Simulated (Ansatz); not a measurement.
All numbers below come from DFT PBE, scalar-relativistic, plane waves, PAW (Ansatz). Settings: cutoff 420 eV, Γ-centred meshes spaced at most about 0.3 Å⁻¹, and about 0.25 Å⁻¹ or finer for metals (2π included), Gaussian smearing. No spin polarisation in the final relaxations.

Temperature and zero-point effects are left out. All come from trial cells, and lower structures may exist.

Problem. Order these relaxed structures of Al4As by energy, lowest first, with the energy over the lowest of them.
A.

```xyz
5
Lattice="-2.9957 2.9957 2.9957 2.9957 -2.9957 2.9957 2.9957 2.9957 -2.9957" Properties=species:S:1:pos:R:3 pbc="T T T"
Al    1.4979    1.4979    1.4979
Al   -1.4979    1.4979    1.4979
Al    1.4979    1.4979   -1.4979
Al    1.4979   -1.4979    1.4979
As    0.0000    0.0000    0.0000
```

B.

```xyz
5
Lattice="-1.8881 1.8881 6.6100 1.8881 -1.8881 6.6100 1.8881 1.8881 -6.6100" Properties=species:S:1:pos:R:3 pbc="T T T"
Al    0.0000    1.8881    3.3050
Al    1.8881    0.0000    3.3050
Al    0.0000    0.0000    5.3148
Al    0.0000    0.0000    7.9052
As    0.0000    0.0000    0.0000
```

Solution. B (0 meV/atom), A (207 meV/atom). Forms: B I4/mmm; A Im-3m. Counting Al atoms around As (those within 1.25 times the shortest such distance or 1.15 times the sum of covalent radii, 1.27 where that leaves under three; the shortest distance is added where it exceeds 1.18 times the sum of covalent radii): B has As 8 from 3.0 Å; A has As 8. Even the lowest lies +0.21 eV/atom against the elements.

A magnetic state wasn't ruled out in cells without spin, among them I4/mmm, Im-3m. Cells relaxed within their symmetry can be saddle points. Some structure types and database cells were kept out of the candidates from the start, so a known form may be missing.
